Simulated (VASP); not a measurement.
# Ag (P6_3/mmc) in VASP: a series of runs, part 2 of 2

VASP 6.6.1. The steps go on from the part before.

### 3 Relaxation of cell and atoms, PBE

This run uses another cell than the first one, of 17.10 Å³/atom, 0.952 times its volume.

Input file INCAR:

```
  ALGO = Normal
  EDIFF = 1E-7
  EDIFFG = -0.03
  ENCUT = 600
  GGA = PE
  IBRION = 2
  ISIF = 3
  ISMEAR = 0
  LASPH = T
  LCHARG = F
  LREAL = F
  LWAVE = F
  NELM = 100
  NSW = 80
  PREC = Accurate
  SIGMA = 0.05
```

Input file KPOINTS:

```
k-points
0
Gamma
  8 8 4
```

Input file POSCAR:

```
Ag
1.0
    2.8918669462      0.0000000000      0.0000000000
   -1.4459334731      2.5044302398      0.0000000000
    0.0000000000      0.0000000000      4.7233826788
Ag
2
Direct
    0.3333333333      0.6666666667      0.7500000000
    0.6666666667      0.3333333333      0.2500000000
```

Potentials or basis: VASP PAW PBE potentials, release 64 (Ag).

Run with:

```sh
$ cat potpaw_PBE.64/Ag/POTCAR > POTCAR
$ mpirun -np 1 vasp_std > vasp.out
```

OUTCAR:

```text
EDIFF = 1E-7
   EDIFFG = -0.03
   ENCUT = 600
   GGA = PE
   IBRION = 2
   ISIF = 3
   ISMEAR = 0
   LASPH = T
   LREAL = F
   NELM = 100
   NSW = 80
   PREC = Accurate

 ion  position               nearest neighbor table
   1  0.333  0.667  0.750-   2 2.89   2 2.89   2 2.89   2 2.89   2 2.89   2 2.89
   2  0.667  0.333  0.250-   1 2.89   1 2.89   1 2.89   1 2.89   1 2.89   1 2.89

  LATTYP: Found a hexagonal cell.
 ALAT       =     2.8918669462
 C/A-ratio  =     1.6333333333

  Lattice vectors:

 A1 = (   2.8918669462,   0.0000000000,   0.0000000000)
 A2 = (  -1.4459334731,   2.5044302398,   0.0000000000)
 A3 = (   0.0000000000,   0.0000000000,   4.7233826788)

Analysis of symmetry for initial positions (statically):
=====================================================================
 Subroutine PRICEL returns:
 Original cell was already a primitive cell.

 Routine SETGRP: Setting up the symmetry group for a
 hexagonal supercell.

 Subroutine GETGRP returns: Found 24 space group operations
 (whereof 12 operations were pure point group operations)
 out of a pool of 24 trial point group operations.

The static configuration has the point symmetry D_3d.
 The point group associated with its full space group is D_6h.

Analysis of symmetry for dynamics (positions and initial velocities):
=====================================================================
 Subroutine PRICEL returns:
 Original cell was already a primitive cell.

 Routine SETGRP: Setting up the symmetry group for a
 hexagonal supercell.

 Subroutine GETGRP returns: Found 24 space group operations
 (whereof 12 operations were pure point group operations)
 out of a pool of 24 trial point group operations.

The dynamic configuration has the point symmetry D_3d.
 The point group associated with its full space group is D_6h.

 Subroutine INISYM returns: Found 24 space group operations
 (whereof 12 operations are pure point group operations),
 and found     1 'primitive' translations

----------------------------------------------------------------------------------------

                                     Primitive cell

  volume of cell :      34.2090

  direct lattice vectors                    reciprocal lattice vectors
     2.891866946  0.000000000  0.000000000     0.345797375  0.199646208  0.000000000
    -1.445933473  2.504430240  0.000000000     0.000000000  0.399292416  0.000000000
     0.000000000  0.000000000  4.723382679     0.000000000  0.000000000  0.211712679

  length of vectors
     2.891866946  2.891866946  4.723382679     0.399292416  0.399292416  0.211712679

  position of ions in fractional coordinates (direct lattice)
     0.333333333  0.666666667  0.750000000
     0.666666667  0.333333333  0.250000000

  ion indices of the primitive-cell ions
   primitive index   ion index
                 1           1
                 2           2

----------------------------------------------------------------------------------------

 KPOINTS: k-points

Automatic generation of k-mesh.
 Grid dimensions read from file:
 generate k-points for:    8    8    4
[... 57 lines left out ...]
   ICHARG =      2    charge: 1-file 2-atom 10-const
   ISPIN  =      1    spin polarized calculation?
   LNONCOLLINEAR =      F non collinear calculations
   LSORBIT =      F    spin-orbit coupling
   LASPH  =      T    aspherical Exc in radial PAW
   ENCUT  =  600.0 eV  44.10 Ry    6.64 a.u.   5.78  5.78  9.43*2*pi/ulx,y,z
   NELM   =    100;   NELMIN=  2; NELMDL= -5     # of ELM steps
   EDIFF  = 0.1E-06   stopping-criterion for ELM
   LREAL  =      F    real-space projection
   EDIFFG = -.3E-01   stopping-criterion for IOM
   NSW    =     80    number of steps for IOM
   IBRION =      2    ionic relax: 0-MD 1-quasi-New 2-CG
   NFREE  =      1    steps in history (QN), initial steepest desc. (CG)
   ISIF   =      3    stress and relaxation
   ISYM   =      2    0-nonsym 1-usesym 2-fastsym
   POTIM  = 0.5000    time-step for ionic-motion
   TEBEG  =    0.0;   TEEND  =   0.0 temperature during run
   PSTRESS=    0.0 pullay stress
   NELECT =      22.0000    total number of electrons
   NUPDOWN=      -1.0000    fix difference up-down
   EMIN   =  10.00;   EMAX   =-10.00  energy-range for DOS
   EFERMI =   0.00;   METHOD = LEGACY
   ISMEAR =     0;   SIGMA  =   0.05  broadening in eV -4-tet -1-fermi 0-gaus
   EFERMI_NEDOS =   21; number of points for ismear=-14 and -15
   IALGO  =     38    algorithm
   IMIX   =      4    mixing-type and parameters
     AMIX     =   0.40;   BMIX     =  1.00
     AMIX_MAG =   1.60;   BMIX_MAG =  1.00
  volume/ion in A,a.u.               =      17.10       115.43
  Fermi-wavevector in a.u.,A,eV,Ry     =   1.413087  2.670347 27.168319  1.996815
  Thomas-Fermi vector in A             =   2.534769
   LORBIT       =      0    0 simple, 1 ext, 2 COOP (PROOUT), +10 PAW based schemes
   GGA     = PE    functional components
   LHFCALC =     F    Hartree Fock is set to
   AEXX    =    0.0000 exact exchange contribution
   IVDW    =     0    specifies the selected vdW correction
   LEPSILON=     F    determine dielectric tensor
   LRPA    =     F    only Hartree local field effects (RPA)
 conjugate gradient relaxation of ions
 non-spin polarized calculation
 Gauss-broadening in eV      SIGMA  =   0.05
  energy-cutoff  :      600.00
  volume of cell :       34.21
 maximum number of plane-waves:      1170
 NGX is ok and might be reduce to    24
   NGX = 11   NGY = 11   NGZ = 19

--------------------------------------- Ionic step        1  -------------------------------------------

 number of electron      21.9999997 magnetization

 Free energy of the ion-electron system (eV)
  ---------------------------------------------------
  ext. energy  EPLUGINS =         0.00000000
  ---------------------------------------------------
  free energy    TOTEN  =        -5.37768081 eV

  energy without entropy =       -5.37493824  energy(sigma->0) =       -5.37630953

------------------------ aborting loop because EDIFF is reached ----------------------------------------

  FORCE on cell =-STRESS in cart. coord.  units (eV):
  Direction    XX          YY          ZZ          XY          YZ          ZX
  --------------------------------------------------------------------------------------
  -------------------------------------------------------------------------------------
  Total        1.1248355      1.1248355      0.8482189      0.0000000      0.0000000      0.0000000
  in kB       52.6816307     52.6816307     39.7263021      0.0000000      0.0000000      0.0000000
  external PRESSURE =      48.3631878 kB  Pullay stress =       0.0000000 kB
[... 95 lines left out ...]
--------------------------------------- Ionic step        4  -------------------------------------------

 number of electron      22.0000006 magnetization

 Free energy of the ion-electron system (eV)
  ---------------------------------------------------
  ext. energy  EPLUGINS =         0.00000000
  ---------------------------------------------------
  free energy    TOTEN  =        -5.40196041 eV

  energy without entropy =       -5.39928144  energy(sigma->0) =       -5.40062092

 E-fermi :   7.5760     XC(G=0): -11.9100

 val. band max:        7.5676868583   @ k =   0.3750   0.1250   0.2500
 cond. band min:       7.8543615893   @ k =   0.5000   0.0000   0.0000
 fundamental gap:      0.2866747310
 Fermi energy:         7.5759589104

 k-point     1 :       0.0000    0.0000    0.0000
  band No.  band energies     occupation
      1       0.3466      2.00000
      2       1.6690      2.00000
      3       3.1527      2.00000
      4       3.2167      2.00000
      5       3.2167      2.00000
      6       3.4405      2.00000
      7       3.4405      2.00000
      8       3.7239      2.00000
      9       3.7239      2.00000
     10       4.6803      2.00000
     11       4.6803      2.00000
     12       7.5441      1.63201
     13      11.1839      0.00000
     14      23.2025      0.00000
[... 401 lines left out ...]
      2       1.9110      2.00000
      3       2.4924      2.00000
      4       2.4924      2.00000
      5       3.8634      2.00000
      6       3.8634      2.00000
      7       4.3685      2.00000
      8       4.3685      2.00000
      9       4.6754      2.00000
     10       4.6754      2.00000
     11       7.0088      2.00000
     12       7.0088      2.00000
     13      14.4217      0.00000
     14      14.4217      0.00000
     15      21.0488      0.00000

 [... further k-points ...]

------------------------ aborting loop because EDIFF is reached ----------------------------------------

  FORCE on cell =-STRESS in cart. coord.  units (eV):
  Direction    XX          YY          ZZ          XY          YZ          ZX
  --------------------------------------------------------------------------------------
  -------------------------------------------------------------------------------------
  Total        0.0265297      0.0265297     -0.0548312      0.0000000      0.0000000      0.0000000
  in kB        1.1854868      1.1854868     -2.4501485      0.0000000      0.0000000      0.0000000
  external PRESSURE =      -0.0263916 kB  Pullay stress =       0.0000000 kB
[... 17 lines left out ...]
  FREE ENERGIE OF THE ION-ELECTRON SYSTEM (eV)
  ---------------------------------------------------
  free  energy   TOTEN  =        -5.4019604056 eV

  energy  without entropy=       -5.3992814435  energy(sigma->0) =       -5.40062092

 reached required accuracy - stopping structural energy minimisation
```

CONTCAR:

```text
Ag
   1.00000000000000
     2.9452192021622356    0.0000000000000000    0.0000000000000000
    -1.4726096010811178    2.5506346488139626    0.0000000000000000
    -0.0000000000000000   -0.0000000000000000    4.7728718427499146
  Ag
     2
Direct
     0.3333333332999970    0.6666666667000030    0.7500000000000000
     0.6666666667000030    0.3333333332999970    0.2500000000000000

  0.00000000E+00  0.00000000E+00  0.00000000E+00
  0.00000000E+00  0.00000000E+00  0.00000000E+00
```

Wall time 24 s (1 thread of Intel Xeon 6975P-C (Granite Rapids), shared host); peak memory 0.17 GiB.

What came out:

| Item | Value |
| --- | --- |
| Free energy | -5.4020 eV |
| Relaxed volume | 17.93 Å³/atom |
| Relaxed cell | a = 2.945 Å, b = 2.945 Å, c = 4.773 Å, α = 90.00°, β = 90.00°, γ = 120.00° |
| Space group after relaxing (to 0.05 Å) | P6_3/mmc (No. 194) |
| Energy gained by relaxing | 12.1 meV/atom |
| Ionic steps | 4 |
| Pressure after relaxing | 0.0 GPa |
| Band gap on the k mesh | none (metal or under the smearing width) |

Stress tensor (GPa, compression positive):
```
 0.12  0.00  0.00
 0.00  0.12  0.00
 0.00  0.00 -0.25
```

The path:
| step | energy change (eV) | largest force (eV/Å) | pressure (GPa) | volume (Å³) |
| --- | --- | --- | --- | --- |
| 1 | 0.0000 | 0.0000 | 4.84 | 34.21 |
| 2 | -0.0172 | 0.0000 | -2.20 | 36.83 |
| 3 | -0.0240 | 0.0000 | -0.05 | 35.86 |
| 4 | -0.0243 | 0.0000 | 0.00 | 35.85 |

Final structure:
```
Ag
1.0
     2.94522    0.00000    0.00000
    -1.47261    2.55063    0.00000
     0.00000    0.00000    4.77287
Ag
2
Cartesian
  0.0000 1.7004 3.5797
  1.4726 0.8502 1.1932
```
